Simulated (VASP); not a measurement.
# GaSb (F-43m) in VASP: further runs

One crystal, GaSb, is run at these levels: PBE, LDA, r2SCAN, TB-mBJ; tasks: band structure.

Everything below comes from runs of VASP 6.6.1. Logs are shortened: lines on timing, memory, paths and dates and some standing lists are left out, and cuts for length are marked.

**Experimental background.**

From a printed reference work, data compilation, for a bulk crystal of GaSb at 4.2 K: band gap 0.811 eV (direct).

How close the calculation comes is told below.

## (1) Starting point

It takes space group F-43m (No. 216, cubic). Conventional cell: a = 6.115 Å, b = 6.115 Å, c = 6.115 Å, α = 90.00°, β = 90.00°, γ = 90.00°. Around Ga (site symmetry -43m) lie 4 Sb at 2.65 Å. Sb (site symmetry -43m) has 4 Ga at 2.65 Å as nearest neighbours.

## (2) Band structure, PBE

INCAR reads:

```
  ALGO = Fast
  EDIFF = 1E-7
  ENCUT = 520
  GGA = PE
  ISIF = 2
  ISMEAR = 0
  LASPH = T
  LCHARG = F
  LREAL = F
  LWAVE = F
  NELM = 80
  PREC = Accurate
  SIGMA = 0.03
```

KPOINTS reads:

```
k-points
0
Gamma
  10 10 10
```

POSCAR reads:

```
GaSb                                    
1.0
    0.0000000000      3.0573977441      3.0573977441
    3.0573977441      0.0000000000      3.0573977441
    3.0573977441      3.0573977441      0.0000000000
  Ga              Sb            
     1     1
Direct
     1.0000000000000000    1.0000000000000000    1.0000000000000000
     0.2500000000000000    0.2500000000000000    0.2500000000000000
```

KPOINTS_OPT reads:

```
explicit points
202
Reciprocal
 0.0000000000  0.0000000000  0.0000000000 1
 0.0555555556  0.0000000000  0.0555555556 1
 0.1111111111  0.0000000000  0.1111111111 1
 0.1666666667  0.0000000000  0.1666666667 1
 0.2222222222  0.0000000000  0.2222222222 1
 0.2777777778  0.0000000000  0.2777777778 1
[... 194 lines left out ...]
 0.5120490500  0.0240980900  0.5120490500 1
 0.4879509500 -0.0240980900  0.4879509500 1
```

Potentials or basis: VASP PAW PBE potentials, release 64 (Ga_d, Sb).

Launch:

```bash
cat potpaw_PBE.64/Ga_d/POTCAR potpaw_PBE.64/Sb/POTCAR > POTCAR
mpirun -np 1 vasp_std > vasp.out
```

OUTCAR:

```text
EDIFF = 1E-7
   ENCUT = 520
   GGA = PE
   ISIF = 2
   ISMEAR = 0
   LASPH = T
   LREAL = F
   NELM = 80
   PREC = Accurate

 ion  position               nearest neighbor table
   1  0.000  0.000  0.000-   2 2.65   2 2.65   2 2.65   2 2.65
   2  0.250  0.250  0.250-   1 2.65   1 2.65   1 2.65   1 2.65

  LATTYP: Found a face centered cubic cell.
 ALAT       =     6.1147954882

  Lattice vectors:

 A1 = (   0.0000000000,   3.0573977441,   3.0573977441)
 A2 = (   3.0573977441,   0.0000000000,   3.0573977441)
 A3 = (   3.0573977441,   3.0573977441,   0.0000000000)

Analysis of symmetry for initial positions (statically):
=====================================================================
 Subroutine PRICEL returns:
 Original cell was already a primitive cell.

 Routine SETGRP: Setting up the symmetry group for a
 face centered cubic supercell.

 Subroutine GETGRP returns: Found 24 space group operations
 (whereof 24 operations were pure point group operations)
 out of a pool of 48 trial point group operations.

The static configuration has the point symmetry T_d .

Analysis of symmetry for dynamics (positions and initial velocities):
=====================================================================
 Subroutine PRICEL returns:
 Original cell was already a primitive cell.

 Routine SETGRP: Setting up the symmetry group for a
 face centered cubic supercell.

 Subroutine GETGRP returns: Found 24 space group operations
 (whereof 24 operations were pure point group operations)
 out of a pool of 48 trial point group operations.

The dynamic configuration has the point symmetry T_d .

 Subroutine INISYM returns: Found 24 space group operations
 (whereof 24 operations are pure point group operations),
 and found     1 'primitive' translations

----------------------------------------------------------------------------------------

                                     Primitive cell

  volume of cell :      57.1592

  direct lattice vectors                    reciprocal lattice vectors
     0.000000000  3.057397744  3.057397744    -0.163537767  0.163537767  0.163537767
     3.057397744  0.000000000  3.057397744     0.163537767 -0.163537767  0.163537767
     3.057397744  3.057397744  0.000000000     0.163537767  0.163537767 -0.163537767

  length of vectors
     4.323813355  4.323813355  4.323813355     0.283255721  0.283255721  0.283255721

  position of ions in fractional coordinates (direct lattice)
     0.000000000  0.000000000  0.000000000
     0.250000000  0.250000000  0.250000000

  ion indices of the primitive-cell ions
   primitive index   ion index
                 1           1
[... 87 lines left out ...]
   EFERMI =   0.00;   METHOD = LEGACY
   ISMEAR =     0;   SIGMA  =   0.03  broadening in eV -4-tet -1-fermi 0-gaus
   EFERMI_NEDOS =   21; number of points for ismear=-14 and -15
   IALGO  =     68    algorithm
   IMIX   =      4    mixing-type and parameters
     AMIX     =   0.40;   BMIX     =  1.00
     AMIX_MAG =   1.60;   BMIX_MAG =  1.00
  volume/ion in A,a.u.               =      28.58       192.86
  Fermi-wavevector in a.u.,A,eV,Ry     =   1.113791  2.104760 16.878442  1.240531
  Thomas-Fermi vector in A             =   2.250379
   LORBIT       =      0    0 simple, 1 ext, 2 COOP (PROOUT), +10 PAW based schemes
   GGA     = PE    functional components
   LHFCALC =     F    Hartree Fock is set to
   AEXX    =    0.0000 exact exchange contribution
   IVDW    =     0    specifies the selected vdW correction
   LEPSILON=     F    determine dielectric tensor
   LRPA    =     F    only Hartree local field effects (RPA)
 non-spin polarized calculation
 RMM-DIIS sequential band-by-band and
 Gauss-broadening in eV      SIGMA  =   0.03
  energy-cutoff  :      520.00
  volume of cell :       57.16
 maximum number of plane-waves:      1572
   NGX = 17   NGY = 17   NGZ = 17

 number of electron      17.9999985 magnetization

 Free energy of the ion-electron system (eV)
  ---------------------------------------------------
  ext. energy  EPLUGINS =         0.00000000
  ---------------------------------------------------
  free energy    TOTEN  =        -7.34984133 eV

  energy without entropy =       -7.34981136  energy(sigma->0) =       -7.34982635

 E-fermi :   4.9166     XC(G=0):  -9.0962

 val. band max:        4.8856836765   @ k =   0.0000   0.0000   0.0000
 cond. band min:       4.9332434280   @ k =   0.0000   0.0000   0.0000
 fundamental gap:      0.0475597515
 Fermi energy:         4.9166343492

 k-point     1 :       0.0000    0.0000    0.0000
  band No.  band energies     occupation
      1     -10.1515      2.00000
      2     -10.1515      2.00000
      3     -10.1515      2.00000
      4     -10.1015      2.00000
      5     -10.1015      2.00000
      6      -6.6016      2.00000
      7       4.8857      1.85546
      8       4.8857      1.85544
      9       4.8857      1.85544
     10       4.9332      0.43365
     11       7.6615      0.00000
     12       7.6615      0.00000
     13       7.6615      0.00000
[... 354 lines left out ...]
  band No.  band energies     occupation
      1     -10.1875      2.00000
      2     -10.1329      2.00000
      3     -10.1324      2.00000
      4     -10.1099      2.00000
      5     -10.0985      2.00000
      6      -4.9901      2.00000
      7      -0.7045      2.00000
      8       2.3861      2.00000
      9       2.6992      2.00000
     10       6.1249      0.00000
     11       7.1818      0.00000
     12      11.0815      0.00000
     13      11.5886      0.00000

 [... further k-points ...]

------------------------ aborting loop because EDIFF is reached ----------------------------------------

  FORCE on cell =-STRESS in cart. coord.  units (eV):
  Direction    XX          YY          ZZ          XY          YZ          ZX
  --------------------------------------------------------------------------------------
  -------------------------------------------------------------------------------------
  Total        0.8816383      0.8816383      0.8816383     -0.0000000      0.0000000     -0.0000000
  in kB       24.7124152     24.7124152     24.7124152     -0.0000000      0.0000000     -0.0000000
  external PRESSURE =      24.7124152 kB  Pullay stress =       0.0000000 kB

 VOLUME and BASIS-vectors are now :
 -----------------------------------------------------------------------------
  energy-cutoff  :      520.00
  volume of cell :       57.16
      direct lattice vectors                 reciprocal lattice vectors
     0.000000000  3.057397744  3.057397744    -0.163537767  0.163537767  0.163537767
     3.057397744  0.000000000  3.057397744     0.163537767 -0.163537767  0.163537767
     3.057397744  3.057397744  0.000000000     0.163537767  0.163537767 -0.163537767

 POSITION                                       TOTAL-FORCE (eV/Angst)
 -----------------------------------------------------------------------------------
      0.00000      0.00000      0.00000         0.000000      0.000000      0.000000
      1.52870      1.52870      1.52870        -0.000000     -0.000000     -0.000000
 -----------------------------------------------------------------------------------
    total drift:                                0.000002      0.000002      0.000002

  FREE ENERGIE OF THE ION-ELECTRON SYSTEM (eV)
  ---------------------------------------------------
  free  energy   TOTEN  =        -7.3498413321 eV

  energy  without entropy=       -7.3498113602  energy(sigma->0) =       -7.34982635
```

OSZICAR:

```text
N       E                     dE             d eps       ncg     rms          rms(c)
DAV:   1     0.790379191705E+02    0.79038E+02   -0.87811E+03  1230   0.171E+03
DAV:   2    -0.172655183502E+01   -0.80764E+02   -0.78051E+02  1382   0.318E+02
DAV:   3    -0.730590873346E+01   -0.55794E+01   -0.55562E+01  1492   0.724E+01
[... 52 lines left out ...]
DAV:   9    -0.490866973410E+04   -0.61008E-07      831
       N       E                     dE             ncg
DAV:   1     0.207620054848E+05   -0.90845E+04      380
DAV:   2     0.196766167061E+05   -0.10854E+04      394
DAV:   3     0.196087647359E+05   -0.67852E+02      499
DAV:   4     0.196077785743E+05   -0.98616E+00      477
DAV:   5     0.196077530933E+05   -0.25481E-01      509
DAV:   6     0.196077519460E+05   -0.11474E-02      526
DAV:   7     0.196077519409E+05   -0.50482E-05      494
DAV:   8     0.196077519409E+05   -0.63643E-07      365
```

It took 35 s on 1 thread of Intel Xeon 6975P-C (Granite Rapids), shared host; peak memory 0.22 GiB.

What came out:

```
Free energy             : -7.3498 eV
Pressure                : 2.5 GPa
Band gap on the k mesh  : 0.05 eV, direct
Band gap along the path : 0.05 eV, direct
```

Levels at the corners of the path, in eV from the valence-band top:
| point | band 5 | band 6 | band 7 | band 8 | band 9 | band 10 | band 11 | band 12 | band 13 |
| --- | --- | --- | --- | --- | --- | --- | --- | --- | --- |
| Γ | -14.99 | -11.49 | 0.00 | 0.00 | 0.00 | 0.05 | 2.78 | 2.78 | 2.78 |
| X | -14.98 | -9.03 | -6.82 | -2.58 | -2.58 | 0.90 | 1.25 | 8.69 | 8.69 |
| X | -14.98 | -9.03 | -6.82 | -2.58 | -2.58 | 0.90 | 1.25 | 8.69 | 8.69 |
| W | -14.99 | -8.98 | -6.69 | -3.36 | -3.14 | 3.69 | 4.32 | 4.41 | 4.74 |
| W | -14.99 | -8.98 | -6.69 | -3.36 | -3.14 | 3.69 | 4.32 | 4.41 | 4.74 |
| K | -14.99 | -9.09 | -6.64 | -3.62 | -2.20 | 1.41 | 3.88 | 6.61 | 6.81 |
| K | -14.99 | -9.09 | -6.64 | -3.62 | -2.20 | 1.41 | 3.88 | 6.61 | 6.81 |
| Γ | -14.99 | -11.49 | 0.00 | 0.00 | 0.00 | 0.05 | 2.78 | 2.78 | 2.78 |
| Γ | -14.99 | -11.49 | 0.00 | 0.00 | 0.00 | 0.05 | 2.78 | 2.78 | 2.78 |
| L | -14.99 | -9.86 | -6.37 | -1.16 | -1.16 | 0.41 | 3.75 | 3.75 | 6.47 |
| L | -14.99 | -9.86 | -6.37 | -1.16 | -1.16 | 0.41 | 3.75 | 3.75 | 6.47 |
| U | -14.99 | -9.09 | -6.64 | -3.62 | -2.20 | 1.41 | 3.88 | 6.61 | 6.81 |
| U | -14.99 | -9.09 | -6.64 | -3.62 | -2.20 | 1.41 | 3.88 | 6.61 | 6.81 |
| W | -14.99 | -8.98 | -6.69 | -3.36 | -3.14 | 3.69 | 4.32 | 4.41 | 4.74 |
| W | -14.99 | -8.98 | -6.69 | -3.36 | -3.14 | 3.69 | 4.32 | 4.41 | 4.74 |
| L | -14.99 | -9.86 | -6.37 | -1.16 | -1.16 | 0.41 | 3.75 | 3.75 | 6.47 |
| L | -14.99 | -9.86 | -6.37 | -1.16 | -1.16 | 0.41 | 3.75 | 3.75 | 6.47 |
| K | -14.99 | -9.09 | -6.64 | -3.62 | -2.20 | 1.41 | 3.88 | 6.61 | 6.81 |
| U | -14.99 | -9.09 | -6.64 | -3.62 | -2.20 | 1.41 | 3.88 | 6.61 | 6.81 |
| X | -14.98 | -9.03 | -6.82 | -2.58 | -2.58 | 0.90 | 1.25 | 8.69 | 8.69 |

Caveat: spin-orbit coupling is left out, which moves the levels of the heavy elements.

[end of part 1 of 3]
